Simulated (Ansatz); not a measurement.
Runs of Ansatz 0.2.0 on MgS. Symmetry: P6_3mc, No. 186, hexagonal system. The conventional cell has a = 4.035 Å, b = 4.035 Å, c = 6.432 Å, α = 90.00°, β = 90.00°, γ = 120.00°. Around S (site symmetry 3m) lie 4 Mg at 2.45 to 2.47 Å. Around Mg (site symmetry 3m) lie 4 S at 2.45 to 2.47 Å. The cell comes from a database or a generator and needn't be the stable form of this composition.

| level | gap on the mesh (eV) | pressure (GPa) | relaxed volume (Å³/atom) |
| --- | --- | --- | --- |
| PBEsol | 3.30 | 0.0 | 22.54 |
| BLYP | 3.38 | 0.0 | 23.70 |
| revPBE | (c) | 0.0 | 23.66 |
| PBE | 3.37 | 0.0 | (b) |
| RPBE | 3.46 | 0.0 | (a) |

Alike in all rows: task relaxation of cell and atoms; potentials or basis Ansatz PAW; no spin polarisation; cell relaxed; k mesh 6 × 6 × 3; cutoff (eV) 420; smearing fermi-dirac 0.05 eV.

Question: Estimate the missing entries.

Answer: (a) 23.81; (b) 23.10; (c) 3.44.

Caveats: odd divisions of the mesh miss points on the zone boundary, where band edges often lie, so the gap on the mesh can be too wide; the plane-wave basis is chosen anew once the cell has moved, so the energies of steps on either side of that aren't comparable; the PAW data sets come from PBE, with cores solved anew for the run's functional, which leaves a small shift of forces and pressure (some runs).

